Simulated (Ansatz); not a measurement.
Here is an Ansatz 0.2.0 calculation.

input.yaml

```yaml
crystal:
  lattice:
    - [2.9003720726, 0.0, 0.0]
    - [-1.4501860363, 2.5117958953, 0.0]
    - [0.0, 0.0, 5.166274]
  atoms:
    - { symbol: Ta, position: [0.3333333333, 0.6666666667, 0.25] }
    - { symbol: Ta, position: [0.6666666667, 0.3333333333, 0.75] }
hamiltonian:
  xc: lda
  pseudopotentials: { kind: paw }
kpoints:
  mp_grid: { grid: [6, 6, 3] }
  band_path:
    path:
      - [[0.0, 0.0, 0.0], [0.5, 0.0, 0.0], [0.3333333333, 0.3333333333, 0.0], [0.0, 0.0, 0.0], [0.0, 0.0, 0.5], [0.5, 0.0, 0.5], [0.3333333333, 0.3333333333, 0.5], [0.0, 0.0, 0.5]]
      - [[0.5, 0.0, 0.5], [0.5, 0.0, 0.0]]
      - [[0.3333333333, 0.3333333333, 0.0], [0.3333333333, 0.3333333333, 0.5]]
    npoints: 14
scf:
  occupations: { method: fermi_dirac, width: 0.05 }
  n_extra_bands: 6
output:
  forces: true
  stress: true
  eigenvalues: true
  fatbands: true
```

Potentials or basis: Ansatz PAW.

Command:

```sh
$ ansatz run input.yaml --threads 2 --pin off --max-ram 5632MiB --backend cpu --events-out ev --progress --plain --runs-dir out
```

Task: Predict the band gap on the k mesh.

Result: None (metal or under the smearing width).

Task: What does it give for the pressure?

Result: -12.5 GPa.

Levels at the corners of the path, in eV from the Fermi level:
| point | band 9 | band 10 | band 11 | band 12 | band 13 | band 14 | band 15 | band 16 | band 17 | band 18 |
| --- | --- | --- | --- | --- | --- | --- | --- | --- | --- | --- |
| Γ | -8.19 | -4.96 | -0.65 | -0.06 | 0.48 | 0.48 | 1.04 | 1.04 | 2.83 | 2.83 |
| M | -4.10 | -3.89 | -3.37 | -0.46 | -0.44 | 0.42 | 0.74 | 5.37 | 6.29 | 6.58 |
| K | -2.91 | -1.98 | -1.98 | -1.66 | -0.63 | -0.63 | 0.98 | 3.88 | 3.90 | 3.90 |
| Γ | -8.19 | -4.96 | -0.65 | -0.06 | 0.48 | 0.48 | 1.04 | 1.04 | 2.83 | 2.83 |
| A | -6.37 | -6.37 | -1.23 | -1.23 | 0.53 | 0.53 | 0.53 | 0.53 | 4.26 | 4.26 |
| L | -4.37 | -4.37 | -2.37 | -2.37 | 1.49 | 1.49 | 2.47 | 2.47 | 5.41 | 5.41 |
| H | -2.49 | -2.49 | -1.98 | -1.98 | -0.65 | -0.65 | 1.41 | 1.41 | 5.06 | 5.06 |
| A | -6.37 | -6.37 | -1.23 | -1.23 | 0.53 | 0.53 | 0.53 | 0.53 | 4.26 | 4.26 |
| L | -4.37 | -4.37 | -2.37 | -2.37 | 1.49 | 1.49 | 2.47 | 2.47 | 5.41 | 5.41 |
| M | -4.10 | -3.89 | -3.37 | -0.46 | -0.44 | 0.42 | 0.74 | 5.37 | 6.29 | 6.58 |
| K | -2.91 | -1.98 | -1.98 | -1.66 | -0.63 | -0.63 | 0.98 | 3.88 | 3.90 | 3.90 |
| H | -2.49 | -2.49 | -1.98 | -1.98 | -0.65 | -0.65 | 1.41 | 1.41 | 5.06 | 5.06 |

Caveat: the k mesh is coarse (spacing up to 0.42 Å⁻¹), so the values aren't converged; spin-orbit coupling is left out, which moves the levels of the heavy elements; the PAW data sets come from PBE, with cores solved anew for the run's functional, which leaves a small shift of forces and pressure.
